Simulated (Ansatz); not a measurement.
# In2O3: field gradients at two levels of theory

Cell: an entry of the Crystallography Open Database (COD) whose atoms were relaxed with PBE, the cell held.

```
CELL_PARAMETERS angstrom
-5.06000 5.06000 5.06000
5.06000 -5.06000 5.06000
5.06000 5.06000 -5.06000
ATOMIC_POSITIONS crystal
In 0.50006 0.50006 0.50006
In 0.50000 0.00000 0.99994
In 0.99994 0.50000 0.00000
In 0.00000 0.99994 0.50000
In 0.25000 0.21623 0.96623
In 0.75000 0.28377 0.53377
In 0.96623 0.25000 0.21623
In 0.53377 0.75000 0.28377
In 0.21623 0.96623 0.25000
In 0.28377 0.53377 0.75000
In 0.25000 0.71630 0.46630
In 0.75000 0.78370 0.03370
In 0.46630 0.25000 0.71630
In 0.03370 0.75000 0.78370
In 0.71630 0.46630 0.25000
In 0.78370 0.03370 0.75000
O 0.45418 0.46386 0.22744
O 0.73642 0.22674 0.27256
O 0.04582 0.27326 0.00969
O 0.76358 0.03614 0.49031
O 0.22744 0.45418 0.46386
O 0.27256 0.73642 0.22674
O 0.00969 0.04582 0.27326
O 0.49031 0.76358 0.03614
O 0.46386 0.22744 0.45418
O 0.22674 0.27256 0.73642
O 0.27326 0.00969 0.04582
O 0.03614 0.49031 0.76358
O 0.77256 0.54577 0.53609
O 0.50968 0.23647 0.96391
O 0.72744 0.26353 0.77320
O 0.99032 0.95423 0.72680
O 0.53609 0.77256 0.54577
O 0.96391 0.50968 0.23647
O 0.77320 0.72744 0.26353
O 0.72680 0.99032 0.95423
O 0.54577 0.53609 0.77256
O 0.23647 0.96391 0.50968
O 0.26353 0.77320 0.72744
O 0.95423 0.72680 0.99032
```

Atom numbers follow the list; atoms alike are taken as one site, whose name carries the number of the first.

First run. Computed with Ansatz: DFT, PBE, plane waves and PAW, scalar-relativistic, 420 eV cutoff, Γ-centred 3×3×3 k-points, Fermi–Dirac smearing 0.02 eV.

| site | atom | V_zz (10²¹ V/m²) | η |
| --- | --- | --- | --- |
| In1 | 1 | 8.36 | 0.00 |
| In5 | 5 | 5.28 | 0.96 |
| O | 17 | -2.51 | 0.43 |

Second run. The same atoms and settings, except that the gradients are read without the response of the frozen cores to their surroundings (frozen_core: stored), which the first run includes.

Task: What does the second run give?

Result: 

```
site  atom   V_zz     η  change of V_zz
 In1     1   7.60  0.00           -0.76
 In5     5   4.74  0.92           -0.54
   O    17  -2.57  0.43           -0.06
```

The largest change of V_zz is on In1, from 8.36 to 7.60. In per cent, |V_zz| changes by -10 to -9 on In, +3 on O (all sites that start above 0.5).

At this cell the PBE pressure is 8 GPa, so with PBE the cell would grow if it were relaxed. Without spin–orbit coupling (the program notes it for In) the gradients are little affected as a rule: paired runs on crystals with a gap mostly move them by under 2 % at such atoms. The database positions were far from equilibrium, so the relaxed structure may not be the compound's real one.
